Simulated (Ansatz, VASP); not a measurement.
**Two plane-wave programs on TiH2**

INCAR

```
PREC = Accurate
ENCUT = 520
EDIFF = 1E-7
ISMEAR = 0
SIGMA = 0.15
LREAL = False
LASPH = True
NELM = 60
ALGO = Fast
ISIF = 2
LWAVE = False
LCHARG = True
GGA = PS
LELF = True
LVHAR = True
NBANDS = 14
```

Contents of KPOINTS:

```
Automatic mesh
0
Gamma
  20 20 20
```

File POSCAR:

```
TiH2
1.0
   -1.5965000000      1.5965000000      2.1335000000
    1.5965000000     -1.5965000000      2.1335000000
    1.5965000000      1.5965000000     -2.1335000000
Ti H
1 2
Direct
    0.0000000000      0.0000000000      0.0000000000
    0.7500000000      0.2500000000      0.5000000000
    0.2500000000      0.7500000000      0.5000000000
```

Input for Ansatz:

```yaml
crystal:
  lattice:
    - [-1.5965, 1.5965, 2.1335]
    - [1.5965, -1.5965, 2.1335]
    - [1.5965, 1.5965, -2.1335]
  atoms:
    - { symbol: Ti, position: [0.0, 0.0, 0.0] }
    - { symbol: H, position: [0.75, 0.25, 0.5] }
    - { symbol: H, position: [0.25, 0.75, 0.5] }
basis:
  ecutwfc: 420
kpoints:
  mp_grid: { grid: [20, 20, 20] }
hamiltonian:
  xc: pbesol
scf:
  occupations: { method: gaussian, width: 0.15 }
output:
  forces: true
  stress: true
  eigenvalues: true
```

Alike in both runs: task single point; functional PBEsol; k mesh 20 × 20 × 20; occupations gaussian, width 0.15 eV; no spin polarisation.

```csv
,VASP,Ansatz
version,VASP 6.6.1,Ansatz 0.2.0
potentials or method,"VASP PAW PBE potentials, release 64 (Ti_sv, H)","scalar-relativistic, plane waves, PAW"
plane-wave cutoff (eV),520,420
valence electrons in the cell,14,14
```

```tsv
	VASP	Ansatz	Ansatz less VASP
gap on the k mesh at the Fermi level (eV)	none	none	-
pressure (GPa)	-5.5	-5.5	0.00
```

A gap of «none» marks a metal or a gap that the smearing closes.

Caveats: the PAW data sets were made with another functional, which shifts forces and pressure a little (VASP).
